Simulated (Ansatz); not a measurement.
# Ge₃N₄ at a changed volume: ⁷³Ge NMR of the central transition

Cell: a structure deposited in the COD, relaxed with PBE at fixed cell and then changed (volume scaled by 0.98, ions relaxed).

```xyz
14
Lattice="0.0000 4.1267 4.1267 4.1267 0.0000 4.1267 4.1267 4.1267 0.0000" Properties=species:S:1:pos:R:3 pbc="T T T"
Ge    1.0317    1.0317    1.0317
Ge    1.0317    3.0950    3.0950
Ge    3.0950    3.0950    1.0317
Ge    3.0950    1.0317    3.0950
Ge    4.1267    4.1267    4.1267
Ge    6.1900    6.1900    6.1900
N     7.2886    7.2886    7.2886
N     3.0281    5.2253    5.2253
N     5.0914    5.0914    7.2886
N     5.2253    3.0281    5.2253
N     7.2886    5.0914    5.0914
N     3.0281    3.0281    3.0281
N     5.0914    7.2886    5.0914
N     5.2253    5.2253    3.0281
```

Atom numbers follow the list; atoms alike are taken as one site, whose name carries the number of the first.

Level of theory: DFT, PBE, plane waves and PAW (field gradients read without the response of the frozen cores, which leaves them typically 4 to 6 % off), scalar-relativistic, 420 eV cutoff, Γ-centred 6×6×6 k-points, Fermi–Dirac smearing 0.02 eV (Ansatz 0.2.0).

⁷³Ge has I = 9/2 and Q = -196.0 mb (Pyykkö 2018); at 11.7 T its Larmor frequency is ν₀ = 17.4 MHz. Only the quadrupole interaction is simulated: positions count from each site's isotropic chemical shift, and shift anisotropy, dipolar and J coupling are left out, though they dominate static lines narrower than about 10 kHz.

Simulated pattern of one Ge site (static powder, Gaussian broadening 0.2 kHz):

(offset (kHz), height): (-4.657, 0), (-4.465, 3), (-4.274, 66), (-4.082, 100), (-3.891, 62), (-3.700, 49), (-3.508, 42), (-3.317, 37), (-3.125, 35), (-2.934, 32), (-2.743, 30), (-2.551, 29), (-2.360, 28), (-2.168, 27), (-1.977, 26), (-1.785, 26), (-1.594, 26), (-1.403, 25), (-1.211, 24), (-1.020, 25), (-0.828, 24), (-0.637, 24), (-0.446, 24), (-0.254, 24), (-0.063, 23), (0.129, 19), (0.320, 19), (0.512, 20), (0.703, 21), (0.894, 22), (1.086, 23), (1.277, 24), (1.469, 27), (1.660, 30), (1.851, 34), (2.043, 44), (2.234, 71), (2.426, 47), (2.617, 2), (2.808, 0)

Question: Which |C_Q| and η does the pattern imply?

Answer: The pattern spans 6.60 kHz before broadening and its centre of gravity is at -1.27 kHz, which fixes P_Q; the places of the horns and steps fix η. That gives P_Q = 3.99 MHz, |C_Q| = 3.99 MHz and η = 0.00, the values that the calculation gives site Ge1 (6 N at 2.00 Å). The other sites have |C_Q| = 0 MHz. The sign of C_Q can't be read from the pattern.

An axis of threefold or higher order runs through Ge1, so V_zz lies along it and η is zero.

The relaxation (2 steps) took 12 s of wall time (12 s of CPU time) and 0.54 GiB at its peak, on 1 thread of Intel Xeon 6975P-C (Granite Rapids) (x86_64; 8 cores open to the job, memory cap 3.0 GiB, no GPU), a shared host with a load of 0.5 a core.
